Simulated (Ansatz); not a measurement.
## In16O23: course of a relaxation

The calculation used DFT PBE, scalar-relativistic, plane waves, PAW (Ansatz). Run with 420 eV cutoff, 2×2×2 k-mesh, shifted by half a step, Gaussian smearing of 0.01 eV, no spin polarisation.

What was changed: O vacancy (site e), charge +2, atoms relaxed at the host's cell.

In a supercell of 39 atoms the defect feels its periodic images.

Spin polarisation was left out.

Command:

```bash
ansatz run input.yaml --threads 4 --pin off --max-ram 10240MiB --backend cpu --events-out ev --progress --plain --runs-dir out
```

Input:

```yaml
crystal:
  lattice:
    - [-5.5752353406, -3.2188636247, 4.9190313798]
    - [5.5752353406, -3.2188636247, 4.9190313798]
    - [0.0, 6.4377272494, 4.9190313798]
  atoms:
    - { symbol: In, position: [0.6408629415, 0.641285824, 0.6429080213] }
    - { symbol: In, position: [0.1414442801, 0.1419972086, 0.643954939] }
    - { symbol: In, position: [0.1434393801, 0.6488223111, 0.140386087] }
    - { symbol: In, position: [0.6453673747, 0.1367580454, 0.1295510529] }
    - { symbol: In, position: [0.859613913, 0.8511776889, 0.8565606199] }
    - { symbol: In, position: [0.356045061, 0.3580027914, 0.8585557199] }
    - { symbol: In, position: [0.3570919787, 0.858714176, 0.3591370585] }
    - { symbol: In, position: [0.8704489471, 0.3632419546, 0.3546326253] }
    - { symbol: In, position: [0.34712765, 0.3597509755, 0.3533312175] }
    - { symbol: In, position: [0.8560282012, 0.8574285153, 0.3589523567] }
    - { symbol: In, position: [0.8590365935, 0.3608264537, 0.8600707807] }
    - { symbol: In, position: [0.3582914331, 0.8565823471, 0.8558086542] }
    - { symbol: In, position: [0.1399292193, 0.1391735463, 0.1409634065] }
    - { symbol: In, position: [0.6410476433, 0.6425714847, 0.1439717988] }
    - { symbol: In, position: [0.6466687825, 0.1402490245, 0.65287235] }
    - { symbol: In, position: [0.1441913458, 0.6434176529, 0.6417085669] }
    - { symbol: O, position: [0.1006278251, 0.7507299938, 0.3973674165] }
    - { symbol: O, position: [0.1019430157, 0.25, 0.8980569843] }
    - { symbol: O, position: [0.6026325835, 0.7492700062, 0.8993721749] }
    - { symbol: O, position: [0.2488294474, 0.3969623306, 0.6002349925] }
    - { symbol: O, position: [0.7480955873, 0.8976100977, 0.6016274152] }
    - { symbol: O, position: [0.7445447543, 0.3927751606, 0.1102005189] }
    - { symbol: O, position: [0.2516745914, 0.8991896778, 0.1016701726] }
    - { symbol: O, position: [0.3983725848, 0.6023899023, 0.2519044127] }
    - { symbol: O, position: [0.8897994811, 0.1072248394, 0.2554552457] }
    - { symbol: O, position: [0.8983298274, 0.6008103222, 0.7483254086] }
    - { symbol: O, position: [0.3997650075, 0.1030376694, 0.7511705526] }
    - { symbol: O, position: [0.3979885153, 0.75, 0.6020114847] }
    - { symbol: O, position: [0.8939005159, 0.2511908305, 0.5974570554] }
    - { symbol: O, position: [0.8961267924, 0.75, 0.1038732076] }
    - { symbol: O, position: [0.4025429446, 0.2488091695, 0.1060994841] }
    - { symbol: O, position: [0.6022684587, 0.3954642024, 0.7502207376] }
    - { symbol: O, position: [0.1023030537, 0.8980370989, 0.7497771178] }
    - { symbol: O, position: [0.1052390316, 0.3999465285, 0.2408953763] }
    - { symbol: O, position: [0.601717807, 0.9034743388, 0.2541597368] }
    - { symbol: O, position: [0.7458402632, 0.5965256612, 0.398282193] }
    - { symbol: O, position: [0.2497792624, 0.1045357976, 0.3977315413] }
    - { symbol: O, position: [0.2502228822, 0.6019629011, 0.8976969463] }
    - { symbol: O, position: [0.7591046237, 0.1000534715, 0.8947609684] }
  host:
    lattice:
      - [2.7876176703, 1.6094318124, 4.9190313798]
      - [-2.7876176703, 1.6094318124, 4.9190313798]
      - [0.0, -3.2188636247, 4.9190313798]
    atoms:
      - { symbol: In, position: [0.6427970986, 0.6427970986, 0.6427970986] }
      - { symbol: In, position: [0.8572029014, 0.8572029014, 0.8572029014] }
      - { symbol: In, position: [0.3572029014, 0.3572029014, 0.3572029014] }
      - { symbol: In, position: [0.1427970986, 0.1427970986, 0.1427970986] }
      - { symbol: O, position: [0.0465672018, 0.75, 0.4534327982] }
      - { symbol: O, position: [0.75, 0.4534327982, 0.0465672018] }
      - { symbol: O, position: [0.4534327982, 0.0465672018, 0.75] }
      - { symbol: O, position: [0.9534327982, 0.25, 0.5465672018] }
      - { symbol: O, position: [0.5465672018, 0.9534327982, 0.25] }
      - { symbol: O, position: [0.25, 0.5465672018, 0.9534327982] }
total_charge: 2
basis:
  ecutwfc: 420
  xc_grid: 2
kpoints:
  mp_grid: { grid: [2, 2, 2], shift: [0.5, 0.5, 0.5] }
hamiltonian:
  xc: pbe
scf:
  occupations: { method: gaussian, width: 0.01 }
output:
  forces: true
  stress: false
  eigenvalues: true
  charged_corrections:
    defect_position: [0.6017164, 0.25, 0.3982836]
    epsilon: [[12.9761, 0.0, 0.0], [0.0, 12.9761, 0.0], [0.0, 0.0, 16.5193]]
  write_density: true
  write_potential: true
  elf: true
  volumetric_format: npy
relax:
  adjacent_minimum: "off"
  f_tol: 0.025
  max_steps: 45
```

F is the free energy.

Steps:

```tsv
step	F − F(1) (eV)	largest force component (eV/Å)
1	0.0000	1.037
2	-0.1896	0.266
3	-0.2183	0.056
4	-0.2222	0.020
```

Relaxed structure:

```xyz
39
Lattice="-5.5752 -3.2189 4.9190 5.5752 -3.2189 4.9190 0.0000 6.4377 4.9190" Properties=species:S:1:pos:R:3 pbc="T T T"
In   -0.0013    0.0234    9.4699
In    0.0092    3.2297    4.5527
In    2.8466   -1.6803    4.5826
In   -2.8543   -1.6887    4.4644
In   -0.0909    0.0156   12.6340
In    0.0048    3.2322    7.7449
In    2.8085   -1.5989    7.7467
In   -2.8230   -1.7068    7.8332
In    0.1887   -0.0121    5.1390
In    0.0092   -3.1928   10.1985
In   -2.7762    1.6202   10.2718
In    2.7723    1.5849   10.1815
In    0.0036    0.0153    2.0258
In    0.0180   -3.1979    7.0181
In   -2.8925    1.7668    7.1586
In    2.7740    1.5839    7.0351
O     3.6240   -0.1863    6.1336
O     0.8119    4.6251    6.1488
O     0.8143    1.4359   11.0830
O     0.8213    1.7619    6.1081
O     0.8217   -1.4140   11.0665
O    -1.9530   -2.9230    6.1287
O     3.6155   -3.0632    6.1626
O     1.1522   -1.6048    6.1501
O    -4.3425   -1.5434    6.1689
O    -1.6729   -0.0099   11.0540
O    -1.6724    3.2017    6.1895
O     1.9581    0.1727    8.6083
O    -3.5680    0.1615    8.5353
O    -0.8043   -4.6120    8.6083
O    -0.8637   -1.3998    3.7623
O    -1.1749    1.6223    8.5840
O     4.4271    1.5950    8.6164
O     1.6795   -0.1329    3.6016
O     1.6978   -3.1915    8.6742
O    -0.8252   -1.7349    8.5424
O    -0.7952    1.4031    3.7136
O     1.9554    3.0220    8.6002
O    -3.7425    2.9975    8.6960
```

The run converged. The run took 33 s on 4 threads of Intel(R) Xeon(R) 6975P-C (Granite Rapids), with other jobs on the host, peak memory 1.9 GiB.